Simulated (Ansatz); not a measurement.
Wanted: the native input for an Ansatz 0.2.0 run.

| Quantity | Value |
| --- | --- |
| Task | single point |
| Functional | PBEsol |
| Potentials or basis | all-electron LAPW, scalar-relativistic |
| Cutoff | 559 eV (chosen from the basis error) |
| Basis error allowed | 0.001 eV/atom |
| k mesh | 13 × 13 × 9 |
| Occupations | gaussian, width 0.1 eV |
| Spin | no spin polarisation |

BN:

```xyz
2
Lattice="2.5080 0.0000 0.0000 -1.2467 2.1762 0.0000 -0.6307 -1.0881 3.0225" Properties=species:S:1:pos:R:3 pbc="T T T"
N     0.6410   -0.3484    2.9772
B     1.2297    2.1384    0.0055
```

The cell comes from a database or a generator and needn't be the stable form of this composition.

One way to write it, as run:

input.yaml

```yaml
crystal:
  lattice:
    - [2.5080409239, 0.0, 0.0]
    - [-1.2467107647, 2.1762310413, 0.0]
    - [-0.6306650796, -1.0881155206, 3.02254]
  atoms:
    - { symbol: "N", position: [0.668506, 0.332385, 0.984999] }
    - { symbol: B, position: [0.979643, 0.983499, 0.001806] }
kpoints:
  mp_grid: { grid: [13, 13, 9] }
scf:
  occupations: { method: gaussian, width: 0.1 }
hamiltonian:
  xc: pbesol
  pseudopotentials: { kind: all_electron, lapw: { basis_error: 0.001 } }
output:
  forces: true
  stress: true
  eigenvalues: true
```

Potentials or basis: all-electron LAPW, scalar-relativistic.

Launch:

```console
$ ansatz run input.yaml --threads 1 --pin off --max-ram 3072MiB --backend cpu --events-out ev --progress --plain --runs-dir out
```

It gave:

```json
{"Pressure": "1.6 GPa", "Largest force": "2.740 eV/Å", "Band gap on the k mesh": "2.71 eV, indirect (least direct gap 4.47 eV)"}
```

Caveat: an odd mesh through Γ misses points on the zone boundary, where band edges often lie; forces of over 1 eV/Å show positions far from the minimum, so gaps and moduli don't describe the material at rest.

Run time: 120 s on 1 thread of Arm Neoverse V2, on a shared host, peak memory 1 GiB.
